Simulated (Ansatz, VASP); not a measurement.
**One calculation of BeTe, two programs**

File INCAR:

```
ALGO = Normal
EDIFF = 1E-6
EDIFFG = -0.005
ENCUT = 600
GGA = CA
IBRION = 2
ISIF = 3
ISMEAR = 0
LASPH = True
LCHARG = False
LREAL = False
LWAVE = False
NELM = 100
NSW = 100
PREC = Accurate
SIGMA = 0.02
```

File KPOINTS:

```
k-points
0
Gamma
  8 8 8
```

File POSCAR:

```
BeTe
1.0
    0.0000000000      2.7700000000      2.7700000000
    2.7700000000      0.0000000000      2.7700000000
    2.7700000000      2.7700000000      0.0000000000
Be Te
1 1
Direct
    0.0000000000      0.0000000000      0.0000000000
    0.7500000000      0.7500000000      0.7500000000
```

Input for Ansatz:

```yaml
crystal:
  lattice:
    - [0.0, 2.77, 2.77]
    - [2.77, 0.0, 2.77]
    - [2.77, 2.77, 0.0]
  atoms:
    - { symbol: Be, position: [0.0, 0.0, 0.0] }
    - { symbol: Te, position: [0.75, 0.75, 0.75] }
basis:
  ecutwfc: 420
kpoints:
  mp_grid: { grid: [8, 8, 8] }
hamiltonian:
  xc: lda
scf:
  occupations: { method: gaussian, width: 0.02 }
output:
  forces: true
  stress: true
  eigenvalues: true
relax:
  adjacent_minimum: "off"
  f_tol: 0.005
  max_steps: 80
  cell: { stress_tol: 0.05 }
```

Alike in both runs: task relaxation of cell and atoms; functional LDA; k mesh 8 × 8 × 8; occupations gaussian, width 0.02 eV; no spin polarisation.

|  | VASP | Ansatz |
| --- | --- | --- |
| version | VASP 6.6.1 | Ansatz 0.2.0 |
| potentials or method | VASP PAW LDA potentials, release 64 (Be, Te) | scalar-relativistic, plane waves, PAW |
| plane-wave cutoff (eV) | 600 | 420 |
| valence electrons in the cell | 8 | 18 |

|  | VASP | Ansatz | Ansatz less VASP |
| --- | --- | --- | --- |
| gap on the k mesh at the Fermi level, each at its own relaxed structure (eV) | 1.78 | 1.79 | +0.010 |
| relaxed volume (Å³/atom) | 21.51 | 21.42 | -0.091 |
| relaxed cell length with the largest relative difference (Å) | 3.933 | 3.928 | -0.0055 |

The two sets of potentials don't hold the same shells in valence.

Caveats: spin-orbit coupling is left out, which moves the levels of the heavy elements. A k mesh can miss the band edges.
